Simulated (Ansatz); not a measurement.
# GaP: band gap under strain

How does strain move the band edges of GaP (zincblende), and do the functionals agree on it? States: +2.0 % strain along z alone; +3.0 % strain along z alone; +4.0 % strain along z alone.

The runs shown are made with Ansatz 0.2.0. PAW datasets, plane waves. Spin-unpolarised throughout; all numbers are computed.

### 1 The system as given

The unstrained cell was relaxed with r2SCAN; in each strained cell the atoms were relaxed again with r2SCAN. Names of k-points are those of the unstrained zone, where strain can split equivalent points. First state: +2.0 % strain along z alone.

The symmetry is I-4m2 (No. 119, tetragonal); a = 3.854 Å, c = 5.560 Å in the conventional setting, 20.65 Å³ an atom. Near Ga stand 4 P at 2.38 Å; near P stand 4 Ga at 2.38 Å.

The structure in full:

```xyz
2
Lattice="0.0000 2.7254 2.7799 2.7254 0.0000 2.7799 2.7254 2.7254 0.0000" Properties=species:S:1:pos:R:3 pbc="T T T"
Ga    0.0000    0.0000    0.0000
P     1.3627    1.3627    1.3900
```

From earlier runs on the unstrained cell: PBE 1.59 eV, r2SCAN 1.90 eV, HSE06 2.26 eV, r2SCAN+SOC 1.82 eV, G0W0 2.10 eV (on its mesh); a = 5.451 Å.

### 2 +2.0 % strain along z alone: PBE

input.yaml reads:

```yaml
crystal:
  lattice:
    - [0.0, 2.7253992874, 2.7799072732]
    - [2.7253992874, 0.0, 2.7799072732]
    - [2.7253992874, 2.7253992874, 0.0]
  atoms:
    - { symbol: Ga, position: [0.0, 0.0, 0.0] }
    - { symbol: P, position: [0.25, 0.25, 0.25] }
kpoints:
  mp_grid: { grid: [8, 8, 8] }
  band_path:
    path:
      - [0.0, 0.0, 0.0]
      - [-0.5, -0.5, 0.0]
      - [-0.375, -0.375, 0.25]
      - [-0.375, 0.0, 0.375]
      - [0.0, 0.0, 0.5]
      - [-0.5, -0.25, 0.25]
      - [0.0, 0.421875, 0.421875]
    npoints: 1
hamiltonian:
  xc: pbe
scf:
  occupations: { method: fermi_dirac, width: 0.02 }
  n_extra_bands: 4
output:
  forces: true
  stress: true
  eigenvalues: true
```

Run with:

```console
ansatz run input.yaml --threads 2 --pin off --max-ram 29491MiB --backend cpu --events-out ev --progress --plain --runs-dir out
```

Further steps of the session: +2.0 % strain along z alone: r2SCAN; +2.0 % strain along z alone: HSE06; +2.0 % strain along z alone: r2SCAN+SOC; +2.0 % strain along z alone: r2SCAN; +2.0 % strain along z alone: G0W0@PBE; +3.0 % strain along z alone: PBE; +3.0 % strain along z alone: r2SCAN; +3.0 % strain along z alone: HSE06; +3.0 % strain along z alone: r2SCAN+SOC; +3.0 % strain along z alone: r2SCAN; +3.0 % strain along z alone: G0W0@PBE; +4.0 % strain along z alone: PBE; +4.0 % strain along z alone: r2SCAN; +4.0 % strain along z alone: HSE06; +4.0 % strain along z alone: r2SCAN+SOC; +4.0 % strain along z alone: r2SCAN; +4.0 % strain along z alone: G0W0@PBE.

What does the calculation give?

The runs gave:

Least gap in eV (negative: overlap), with the change from the unstrained cell in brackets. G0W0 is on its own coarse mesh.

| state | volume change (%) | PBE | r2SCAN | HSE06 | G0W0 |
| --- | --- | --- | --- | --- | --- |
| +2.0 % strain along z alone | +2.0 | 1.53 (-0.06) | 1.86 (-0.04) | 2.20 (-0.06) | 2.04 (-0.06) |
| +3.0 % strain along z alone | +3.0 | 1.50 (-0.09) | 1.84 (-0.06) | 2.17 (-0.09) | 2.01 (-0.09) |
| +4.0 % strain along z alone | +4.0 | 1.42 (-0.17) | 1.80 (-0.10) | 2.20 (-0.06) | 1.98 (-0.12) |

The largest move of the HSE06 gap in the table is -0.095 eV, under +3.0 % strain along z alone. PBE and HSE06 differ by 0.67 eV on the unstrained gap, and by at most 0.12 eV on its change: the two disagree on the size of the gap but agree on its response to strain. The G0W0 figures hold for the stated bands, cutoff and mesh and aren't extrapolated.
